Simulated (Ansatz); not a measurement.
Two Ansatz runs on Cu

The structure comes from a relaxation in the same program, started in the bcc type. Whether it is a known phase or the ground state wasn't checked. The listed cell was then made from it by scaling, straining or moving an atom.

First run: DFT, PBE, PAW with Ansatz's default frozen-core files, scalar-relativistic (Ansatz 0.2.0).

Command: `ansatz run input.yaml --threads 1 --pin off --max-ram 2048MiB --backend cpu --events-out ev --progress --plain --runs-dir out` The run took 3.2 s on 1 thread of Intel(R) Xeon(R) Platinum 8488C (Sapphire Rapids), on a shared host, peak memory 0.46 GiB.

```yaml
crystal:
  lattice:
    - [-1.4329328528, 1.4329328528, 1.4329328528]
    - [1.4329328528, -1.4329328528, 1.4329328528]
    - [1.4329328528, 1.4329328528, -1.4329328528]
  atoms:
    - { symbol: Cu, position: [0.0, 0.0, 0.0] }
kpoints:
  mp_grid: { grid: [16, 16, 16] }
scf:
  occupations: { method: fermi_dirac, width: 0.08 }
hamiltonian:
  xc: pbe
  pseudopotentials: { kind: paw }
output:
  forces: true
  stress: true
  eigenvalues: true
  efg: { contact_densities: true }
  write_density: true
  write_potential: true
  elf: true
  volumetric_format: npy
```

Result: converged; pressure 2.90 GPa; 6 SCF iterations.

The input is then changed:

```diff
@@ -9,5 +9,6 @@
   mp_grid: { grid: [16, 16, 16] }
 scf:
-  occupations: { method: fermi_dirac, width: 0.08 }
+  occupations: { method: gaussian, width: 0.01 }
+  lower_state_search: light
 hamiltonian:
   xc: pbe
@@ -18,7 +19,3 @@
   eigenvalues: true
   efg: { contact_densities: true }
-  write_density: true
-  write_potential: true
-  elf: true
-  volumetric_format: npy
```

What does the second run give?

It converged; energy at zero smearing +1.9 meV/atom from the first run; pressure 2.89 GPa; 6 SCF iterations.

The results part of its log:

```
SCF 1 converged in 6 iterations: F = -6625.128940 eV  dr2 = 2.15e-12
  greatest PAW one-centre occupation: 1.000 electrons in one spin orbital (limit 2), on the Cu atom at site 0 (counted from 0), in its partial waves of l = 0
SCF converged after 6 iterations
Free energy (F): -6625.128940 eV
Harris-Foulkes:  -6625.128940 eV  (|F-HF|=6.37e-12)
Internal energy: -6625.128867 eV  (E = F + TS)
E sigma→0 (E₀):  -6625.128903 eV
Entropy (-TS):   -0.000073 eV (-0.073 meV/atom)
Fermi energy:    16.858439 eV
--- Per-component energies (eV) ---
  E_band       = -358.193325
  E_kinetic    = 299.994201
  E_local      = -4043.305311  (includes V_loc(G=0)·N_el)
  E_nonlocal   = 389.791430
  E_hartree    = 1781.329514
  E_xc         = -89.612672
  E_vxc        = -115.648404  (∫ρ·V_xc dr)
  E_paw        = -1662.800833  (= ΣΔE_a)
  E_vpaw       = -451.684579  (= ΣTr[D̂ρ^β])
  E_aug_tail   = 0.000257  (compensation charges beyond the density's cutoff)
  E_ewald      = -3300.525452
  E_smearing   = -0.000073  (= −TS)
  E_closure    = -0.000000  (closes the sum)
  Σ components = -6625.128940   (vs F -6625.128940, Δ=0.00e0)
--- Forces (eV/Å), atoms counted from 1 ---
  atom   1  Cu    -0.00000000     0.00000000    -0.00000000
  max |Σ_I F_I| component: 1.40e-31 eV/Å
--- Stress (GPa, compression-positive) ---
        2.890015      -0.000000      -0.000000
       -0.000000       2.890015       0.000000
        0.000000      -0.000000       2.890015
  P = ⅓ Tr σ = 2.8900 GPa (28.900 kbar)
--- PAW observables at the nuclei: V_zz in 10²¹ V/m², potentials from the cell's mean, atoms counted from 1 ---
  atom   1  Cu V_zz =    +0.000000   η = 0.0000   by run symmetry: forbidden
            electrostatic potential = -3761.892152 V   contact ρ = 147562.096628 e/Å³
--- Band table (eV; the first three rows and the last of 145) ---
  k-point 0: bands = ["-95.7499", "-53.0584", "-53.0584", "-53.0584", "7.4122", "13.7468", "13.7468", "13.7468", "14.7767", "14.7767", "41.9558", "41.9558", "41.9558", "45.0464"]
  k-point 1: bands = ["-95.7493", "-53.0627", "-53.0600", "-53.0584", "7.5634", "13.7182", "13.7455", "13.8055", "14.7487", "14.7790", "40.2537", "41.4958", "41.5632", "43.4139"]
  k-point 2: bands = ["-95.7476", "-53.0750", "-53.0644", "-53.0583", "8.0104", "13.6374", "13.7340", "13.9756", "14.6838", "14.7861", "37.0334", "40.0883", "40.7764", "41.3525"]
  k-point 144: bands = ["-95.7223", "-53.1442", "-53.1442", "-53.1442", "12.1979", "12.1979", "15.3471", "15.3471", "15.3471", "25.0041", "25.0041", "25.0041", "30.4734", "30.4734"]
```
